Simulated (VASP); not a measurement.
# HF on the (1 1 1) face of Pd, part 2 of 2

Aim: how strongly HF binds to the (1 1 1) face of Pd, and how it shifts the vacuum level. The molecule starts over a bridge site, tilted. The start is a cell from a database of measured crystal structures.

VASP 6.6.1, plane waves and PAW; the level of theory is named at each step.

So far. Step 4 (The free molecule): Energy at zero smearing: -7.88701 eV. Step 6 (Going on with the relaxation): The run ended after 3 ionic steps, 0.001 eV below its first step, once the forces on the free atoms met EDIFFG = -0.03.

## Step 7: Potential and states with the molecule

A static run like the clean slab's shows how the vacuum level shifts, by charge transfer, by any dipole of the adsorbate and by the slab's own rearrangement.

INCAR reads:

```
SYSTEM = HPd12F
PREC = Normal
ENCUT = 400
EDIFF = 1E-06
NELM = 120
ISMEAR = 1
SIGMA = 0.05
LREAL = Auto
ALGO = Fast
GGA = PE
NBANDS = 97
LORBIT = 11
LWAVE = .FALSE.
LCHARG = .TRUE.
KPAR = 2
NCORE = 2
IDIPOL = 3
LDIPOL = .TRUE.
DIPOL = 0.5 0.5 0.485
LVHAR = .TRUE.
LVACPOTAV = .TRUE.
NEDOS = 1500
```

POSCAR reads:

```
HPd12F
1.0
    5.5010079149      0.0000000000      0.0000000000
   -2.7505039575      4.7640126007      0.0000000000
    0.0000000000      0.0000000000     22.7185541542
Pd F H
12 1 1
Direct
    0.3333333300      0.1666666700      0.3530154200
    0.3333333300      0.6666666700      0.3530154200
    0.8333333300      0.1666666700      0.3530154200
    0.8333333300      0.6666666700      0.3530154200
    0.6624027296      0.3335517848      0.4548885443
    0.6623476395      0.8332461108      0.4546753707
    0.1624613938      0.3334262140      0.4549677643
    0.1624855801      0.8338141989      0.4549469614
    0.9896046864      0.5013950783      0.5576614058
    0.9901698436      0.0010143053      0.5564912382
    0.4903757379      0.5007194260      0.5563221468
    0.4910573811      0.0011601740      0.5565114149
    0.1043467036      0.4587656592      0.6772053318
    0.2517498603      0.4510216412      0.6568937391
```

KPOINTS reads:

```
Automatic mesh
0
Gamma
4 4 1
0 0 0
```

PAW data sets: Pd, F and H (PBE family, release 64).

Command:

```sh
$ mpirun -np 4 vasp_std
```

Elapsed: 93 s, on 4 MPI ranks of AMD EPYC 9R14 (Zen 4), shared host; peak memory 1.1 GiB.

This step gave:

* electronic cycles: 36
* Fermi energy: -1.068 eV
* DOS at the Fermi level: 61.16 states/eV/cell
* dipole moment: 0, 0, 0.1380 e·Å
* vacuum levels: 5.282, 4.325 eV
* work functions of the upper and lower face: 6.350, 5.393 eV

The density of states has structure finer than the step of the table below, so its rows give means over 0.5 eV, whole bins alone (the curve runs from -12.0 to 7.98 eV). Peaks (eV: height): total -3.76: 56.3, -2.64: 63.0, -1.01: 68.4, -0.05: 89.1; Pd s -5.68: 7.08, -4.88: 6.93, -4.15: 6.15, -3.76: 6.55; Pd p 2.60: 7.38, 2.76: 5.78, 3.51: 8.24, 5.17: 5.89; Pd d -2.64: 56.4, -2.23: 50.5, -1.01: 62.6, -0.05: 81.7; F p -7.73: 20.1, -4.28: 9.42, -4.05: 13.3.

Density of states against energy, zero at the Fermi level; means over each step; values in states/eV/cell:

| energy (eV) | total | Pd s | Pd p | Pd d | F p | H s |
| --- | --- | --- | --- | --- | --- | --- |
| -8.5 | 0 | 0 | 0 | 0 | 0 | 0 |
| -8.0 | 1.38 | 0.00303 | 0.00169 | 0.00402 | 0.855 | 0.259 |
| -7.5 | 2.76 | 0.00613 | 0.00323 | 0.00809 | 1.71 | 0.518 |
| -7.0 | 0 | 0 | 0 | 0 | 0 | 0 |
| -6.5 | -0.00145 | -0.00102 | -3.2e-5 | 0 | 0 | 0 |
| -6.0 | 0.203 | 0.144 | 0.00417 | 0.00358 | 7.7e-4 | 7.7e-5 |
| -5.5 | 1.44 | 0.956 | 0.0932 | 0.0332 | 0.00636 | 2.6e-4 |
| -5.0 | 2.60 | 1.15 | 0.214 | 0.708 | 0.0334 | 1.4e-4 |
| -4.5 | 15.3 | 2.32 | 0.500 | 8.61 | 1.75 | 4.7e-4 |
| -4.0 | 33.9 | 2.51 | 1.27 | 22.3 | 4.01 | 1.8e-4 |
| -3.5 | 14.6 | 0.698 | 0.771 | 11.8 | 0.0937 | 5.5e-5 |
| -3.0 | 20.8 | 0.448 | 1.10 | 17.6 | 0.0599 | 1.9e-4 |
| -2.5 | 23.5 | 0.263 | 0.754 | 21.1 | 0.0352 | 8.7e-5 |
| -2.0 | 33.5 | 0.866 | 1.44 | 28.9 | 0.0615 | 1.4e-4 |
| -1.5 | 21.1 | 0.464 | 1.14 | 18.1 | 0.0389 | 1.1e-4 |
| -1.0 | 32.6 | 0.488 | 0.855 | 29.4 | 0.0579 | 1.9e-4 |
| -0.5 | 23.3 | 0.208 | 0.450 | 21.6 | 0.0329 | 3.5e-4 |
| 0.0 | 32.9 | 0.733 | 0.680 | 30.1 | 0.0490 | 6.1e-4 |
| 0.5 | 5.14 | 0.285 | 0.327 | 4.28 | 0.00263 | 3.3e-5 |
| 1.0 | 4.46 | 0.817 | 0.750 | 1.79 | 0.0334 | 0.00148 |
| 1.5 | 1.76 | 0.326 | 0.605 | 0.322 | 0.0110 | 4.8e-4 |
| 2.0 | 1.85 | 0.289 | 0.406 | 0.560 | 0.0182 | 0.00166 |
| 2.5 | 5.51 | 0.665 | 1.69 | 1.93 | 0.0228 | 0.00263 |
| 3.0 | 2.03 | 0.171 | 0.553 | 0.706 | 0.0118 | 0.00255 |
| 3.5 | 7.75 | 1.09 | 2.64 | 1.99 | 0.0467 | 0.00710 |
| 4.0 | 3.13 | 0.333 | 1.26 | 0.620 | 0.0176 | 0.00331 |
| 4.5 | 1.84 | 0.0305 | 0.515 | 0.378 | 0.0288 | 0.0101 |
| 5.0 | 2.76 | 0.0611 | 1.19 | 0.492 | 0.0211 | 0.00656 |
| 5.5 | 5.19 | 0.279 | 1.58 | 0.910 | 0.0226 | 0.0114 |
| 6.0 | 5.61 | 0.485 | 1.30 | 0.958 | 0.0835 | 0.0437 |
| 6.5 | 7.15 | 0.337 | 1.29 | 0.886 | 0.0497 | 0.0204 |
| 7.0 | 3.93 | 0.125 | 0.432 | 0.273 | 0.0508 | 0.0183 |
| 7.5 | 7.43 | 1.17 | 0.654 | 0.955 | 0.0582 | 0.0342 |

Zero at the Fermi level. The planar average of the electrostatic potential by height:

| height (Å) | planar average of the electrostatic potential (eV) |
| --- | --- |
| 0.0 | 5.40 |
| 0.5 | 5.40 |
| 1.0 | 5.40 |
| 1.5 | 5.40 |
| 2.0 | 5.40 |
| 2.5 | 5.40 |
| 3.0 | 5.40 |
| 3.5 | 5.40 |
| 4.0 | 5.40 |
| 4.5 | 5.40 |
| 5.0 | 5.39 |
| 5.5 | 5.34 |
| 6.0 | 5.18 |
| 6.5 | 4.53 |
| 7.0 | 1.98 |
| 7.5 | -10.9 |
| 8.0 | -20.1 |
| 8.5 | -12.0 |
| 9.0 | 0.712 |
| 9.5 | -2.02 |
| 10.0 | -16.2 |
| 10.5 | -19.2 |
| 11.0 | -6.60 |
| 11.5 | 1.64 |
| 12.0 | -6.87 |
| 12.5 | -19.2 |
| 13.0 | -15.5 |
| 13.5 | -1.16 |
| 14.0 | 3.90 |
| 14.5 | 4.59 |
| 15.0 | 3.36 |
| 15.5 | 3.33 |
| 16.0 | 5.73 |
| 16.5 | 6.27 |
| 17.0 | 6.34 |
| 17.5 | 6.35 |
| 18.0 | 6.35 |
| 18.5 | 6.35 |
| 19.0 | 6.35 |
| 19.5 | 6.35 |
| 20.0 | 6.35 |
| 20.5 | 6.35 |
| 21.0 | 6.35 |
| 21.5 | 6.35 |
| 22.0 | 6.32 |
| 22.5 | 5.56 |

Density of states in the PAW spheres, an atom over height of the layer and energy from the Fermi level.

Ten even steps from '0' (0.00 states/eV) to '9' (4.50 states/eV), each cell a mean:
```
111100
666600
454400
424400
636600
333300
636600
444400
464400
323300
232200
353306
242209
020000
000000
000000
000000
000000
000000
000000
000000
000027
```
Columns: height of the layer (Å) from 8 to 15.4 (not evenly spaced); rows upwards: energy from the Fermi level (eV) from -7.9 to 0.5.

Force by atom:

| atom | x (eV/Å) | y (eV/Å) | z (eV/Å) | size |
| --- | --- | --- | --- | --- |
| Pd1 | 0.0044 | -0.0075 | -0.0578 | 0.0585 |
| Pd2 | -0.0216 | -0.0152 | 0.0164 | 0.0311 |
| Pd3 | 0.0099 | 0.0192 | 0.0232 | 0.0317 |
| Pd4 | 0.0115 | -0.0053 | 0.0185 | 0.0224 |
| Pd5 | -0.0018 | -0.0073 | 0.0052 | 0.0091 |
| Pd6 | -0.0128 | 0.0087 | 0.0016 | 0.0156 |
| Pd7 | 0.0091 | 0.0000 | -0.0087 | 0.0126 |
| Pd8 | 0.0045 | 0.0007 | 0.0009 | 0.0046 |
| Pd9 | 0.0001 | -0.0041 | -0.0134 | 0.0140 |
| Pd10 | 0.0087 | -0.0012 | -0.0059 | 0.0106 |
| Pd11 | 0.0101 | 0.0087 | 0.0091 | 0.0161 |
| Pd12 | -0.0123 | -0.0065 | -0.0018 | 0.0140 |
| F13 | -0.0036 | 0.0085 | 0.0128 | 0.0158 |
| H14 | -0.0060 | 0.0014 | -0.0001 | 0.0062 |

Valence density in the ca plane at fractional y = 0.459, with atoms of Pd and F and H within 0.2 Å of it. It is the smooth field of the valence electrons, not physical close to the nuclei.

Ten steps, logarithmic in the rise over the least value, from '0' (0 e/Å³) to '9' (11 e/Å³), each cell a mean:
```
01122211122222468863111332100000000000000000
01222211233322356653100000000000000000000000
01233222345432234432000000000000000000000000
01233322456542222221000000000000000000000000
01233322456542223321000000000000000000000000
01223222344432345432100000000000000000000000
01122211223222467753100000000000000000000000
01122211122222578763100000000000000000000000
01122211222222467763100000000000000000000000
01223222244432355542112210000000000000000000
01233322356532233321124432100000000000000000
01233322456642222221125664200000000000000000
01233222355532233321125897310000000000000000
01222222234322356642126997410000000000000000
01122211122222467763124675200000000000000000
```
Columns run along c (16.0 Å, from fractional 0.30 to 1.00 of the cell), rows up along a (5.5 Å). Atoms in or near the plane, at fractional coordinates: Pd at (0.56, 0.49), F at (0.68, 0.10), H at (0.66, 0.25).

Electrostatic potential energy in the ca plane at fractional y = 0.459, with atoms of Pd and F and H within 0.2 Å of it. With pseudopotentials it is smooth inside the atoms' cores, unlike the true potential.

Ten even steps from '0' (-50 eV) to '9' (5 eV), each cell a mean:
```
99999999999999997100048999999999999999999999
99999989999877898400169999999999999999999999
99999888998533688754689999999999999999999999
99998777887301489988899999999999999999999999
99999878897311589988899999999999999999999999
99999888998645788744689999999999999999999999
99999989999888898300169999999999999999999999
99999999999999997100048999999999999999999999
99999989999988997200058999999999999999999999
99999888998756788522479987899999999999999999
99999878898412589877899864689999999999999999
99998777887301489988999874469999999999999999
99999888998523689876789983017999999999999999
99999889999867898521379983007999999999999999
99999999999988997200048997359999999999999999
```
Columns run along c (16.0 Å, from fractional 0.26 to 0.96 of the cell; values clipped at the 3rd and 97th percentile), rows up along a (5.5 Å). Atoms in or near the plane, at fractional coordinates: Pd at (0.56, 0.49), F at (0.68, 0.10), H at (0.66, 0.25).

The map of layer states is cut here 0.5 eV above the Fermi level, so it leaves out the states above that.

At the end the adsorbate's closest contact with the slab is H-Pd at 2.58 Å, 1.20 Å to the side of the slab's atom, and its lowest atom lies 2.25 Å above the highest atom of the slab.

The vacuum level lies 6.35 eV above the Fermi level at the upper face; the two faces differ by 0.96 eV, the step that the slab's dipole of 0.138 e·Å makes.

VASP counts the dipole in electrons times Å, so a positive number points the physical dipole along −c.

The program found no field-free point at its default tolerance, but its printed level agrees with the flat part of the planar average.

On this mesh the fine structure of the density of states is sampling noise, and high empty states may be cut by the number of bands.

## Step 8: Putting the energies together

This step: slab, PBE; plane waves and PAW (VASP 6.6.1).

No new run; the numbers come from the runs before.

Numbers from this step:

- adsorption energy: -0.1009 eV
- highest filled level below the vacuum, with the molecule: 6.350 eV
- shortest molecule-surface distance: 2.581 Å
- nearest pair: H-Pd
- change of that level's depth: 0.8913 eV

Adsorption energy = -66.068 eV (slab with the molecule) less -58.080 eV (clean slab) less -7.887 eV (free molecule), all at zero smearing; the cell's area is 26.2 Å².

## Step 9: Summary of results

| Item | Value |
| --- | --- |
| adsorption energy | -0.101 eV |
| shortest molecule-surface distance | 2.58 Å |
| nearest pair | H-Pd |
| highest filled level below the vacuum, with the molecule | 6.35 eV |
| change of that level's depth | 0.891 eV |

In words: HF binds by 0.10 eV, with H-Pd at 2.58 Å as the closest contact, and the energy to take an electron out through the upper face rises by 0.89 eV. At the end the adsorbate's closest contact with the slab is H-Pd at 2.58 Å, 1.20 Å to the side of the slab's atom, and its lowest atom lies 2.25 Å above the highest atom of the slab. The most stretched bond, F-H, goes from 0.94 Å in the free molecule to 0.95 Å, so the molecule stays whole. The closest contact is 1.52 times the sum of the covalent radii, too long for a chemical bond. All runs with the molecule are without spin. The energy includes any attraction or repulsion between the molecule and its images. The functional lacks long-range dispersion, so weak binding is likely underestimated. The energy holds no zero-point or thermal part and belongs to this coverage, this thin slab and the geometry reached, which no test shows to be a minimum. The cell in the plane was kept as given and was not relaxed here.

[Lines on the potential files, build, host, timing and source positions are cut from VASP's logs without a mark.]

[Logs are printed without paths, hosts, clocks, repeated set-up lines and the standing remarks that a program may print on its own settings, such as how far it seeks lower states.]

[Hosts, paths, dates, database ids (printed as entryN), source tags and the programs' standing remarks are cut or masked in the printed files.]

[Runs that stopped without an error message from VASP are left out.]
